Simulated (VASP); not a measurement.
Here is a VASP 6.6.1 calculation.

File INCAR:

```
SYSTEM = S
PREC = Accurate
ENCUT = 600
EDIFF = 1E-6
ISMEAR = -1
SIGMA = 0.1
LREAL = .FALSE.
LASPH = .TRUE.
NELM = 100
ALGO = Normal
ISIF = 3
LWAVE = .FALSE.
LCHARG = .FALSE.
GGA = PE
IBRION = 2
NSW = 80
EDIFFG = -0.002
PSTRESS = 1600.0
```

File KPOINTS:

```
regular mesh
0
G
  21 21 21
  0 0 0
```

File POSCAR:

```
S
1.0
    1.6951927729      0.9787200038      0.8775090794
   -1.6951927729      0.9787200038      0.8775090794
    0.0000000000     -1.9574400075      0.8775090795
S
1
Direct
    0.0000000000      0.0000000000      0.0000000000
```

Potentials or basis: VASP PAW PBE potentials, release 64 (S).

Command:

```bash
$ cat potpaw_PBE.64/S/POTCAR > POTCAR
$ mpirun -np 1 vasp_std > vasp.out
```

(1) What does it give for the space group after relaxing (to 0.05 Å)?

(2) Estimate the band gap on the k mesh.

(3) Estimate the relaxed volume.

(4) Estimate the relaxed cell.

Results:

(1) R-3m (No. 166).

(2) none (metal or under the smearing width).

(3) 8.75 Å³/atom.

(4) a = 2.140 Å, b = 2.140 Å, c = 2.140 Å, α = 103.96°, β = 103.96°, γ = 103.96°.

Caveat: the cell is relaxed towards a set pressure, so the enthalpy falls and the energy may rise.
